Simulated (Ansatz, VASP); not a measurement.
# One calculation of Ag, two programs

File INCAR:

```
ALGO = Normal ; EDIFF = 1E-7
EDIFFG = -0.04 ; ENCUT = 600
GGA = PE ; IBRION = 2
ISIF = 3 ; ISMEAR = 0
LASPH = True ; LCHARG = False
LREAL = False ; LWAVE = False
NELM = 60 ; NSW = 90
PREC = Accurate ; SIGMA = 0.1
```

Contents of KPOINTS:

```
k-points
0
Gamma
  8 8 8
```

Contents of POSCAR:

```
Ag
1.0
   -1.4801893232      1.5160689127      1.9906916620
    1.4801893232     -1.5160689127      1.9906916620
    1.4801893232      1.5160689127     -1.9906916620
Ag
1
Direct
    0.5000000000      0.0000000000      0.5000000000
```

Input for Ansatz:

```yaml
crystal:
  lattice:
    - [-1.4801893232, 1.5160689127, 1.990691662]
    - [1.4801893232, -1.5160689127, 1.990691662]
    - [1.4801893232, 1.5160689127, -1.990691662]
  atoms:
    - { symbol: Ag, position: [0.5, 0.0, 0.5] }
basis:
  ecutwfc: 420
kpoints:
  mp_grid: { grid: [8, 8, 8] }
hamiltonian:
  xc: pbe
scf:
  occupations: { method: gaussian, width: 0.1 }
  lower_state_search: "off"
output:
  forces: true
  stress: true
  eigenvalues: true
relax:
  adjacent_minimum: "off"
  f_tol: 0.04
  max_steps: 70
  cell: { stress_tol: 0.4 }
```

Alike in both runs: task relaxation of cell and atoms; functional PBE; k mesh 8 × 8 × 8; occupations gaussian, width 0.1 eV; no spin polarisation.

|  | VASP | Ansatz |
| --- | --- | --- |
| version | VASP 6.6.1 | Ansatz 0.2.0 |
| potentials or method | VASP PAW PBE potentials, release 64 (Ag) | scalar-relativistic, plane waves, PAW |
| plane-wave cutoff (eV) | 600 | 420 |
| valence electrons in the cell | 11 | 19 |

|  | VASP | Ansatz | Ansatz less VASP |
| --- | --- | --- | --- |
| gap on the k mesh at the Fermi level, each at its own relaxed structure (eV) | none | none | - |
| relaxed volume (Å³/atom) | 17.89 | 17.90 | +0.010 |
| relaxed cell length with the largest relative difference (Å) | 2.929 | 2.935 | +0.0064 |
| energy change over the relaxation (meV/atom) | -4 | -4 | -0.1 |

A gap of «none» marks a metal or a gap that the smearing closes. The two sets of potentials don't hold the same shells in valence.

Caveats: the k mesh is coarse (spacing up to 0.37 Å⁻¹), so the values aren't converged.
